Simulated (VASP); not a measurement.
Crystal: AlAs.

```xyz
2
Lattice="0.0000 2.8409 2.8409 2.8409 0.0000 2.8409 2.8409 2.8409 0.0000" Properties=species:S:1:pos:R:3 pbc="T T T"
Al    0.0000    0.0000    0.0000
As    1.4204    1.4204    1.4204
```

Base run:

- Program: VASP 6.6.1
- Functional: PBE
- Potentials or basis: VASP PAW PBE potentials, release 64 (Al, As)
- Cutoff: 520 eV
- k mesh: 8 × 8 × 8
- Occupations: gaussian, width 0.03 eV
- Spin: no spin polarisation

Its results: band gap on the k mesh 1.45 eV, indirect (least direct gap 1.97 eV); pressure 1.9 GPa.

Question: After a change of settings the same cell gave: band gap on the k mesh 1.81 eV, indirect (least direct gap 2.61 eV); pressure -0.2 GPa. Which change was it?
A. further incar settings from ALGO = Normal; EDIFF = 1e-06; NBANDS = 11 to ALGO = Normal; EDIFF = 1e-06; NBANDS = 52
B. functional from PBE to LDA; potentials or basis from VASP PAW PBE potentials, release 64 (Al, As) to VASP PAW LDA potentials, release 64 (Al, As)
C. functional from PBE to r2SCAN

Answer: C.

r2SCAN gives the wider gap, since meta-GGAs in the generalised Kohn-Sham scheme recover part of the derivative discontinuity.

Caveats: the PAW data sets were made with another functional, which shifts forces and pressure a little (some runs).
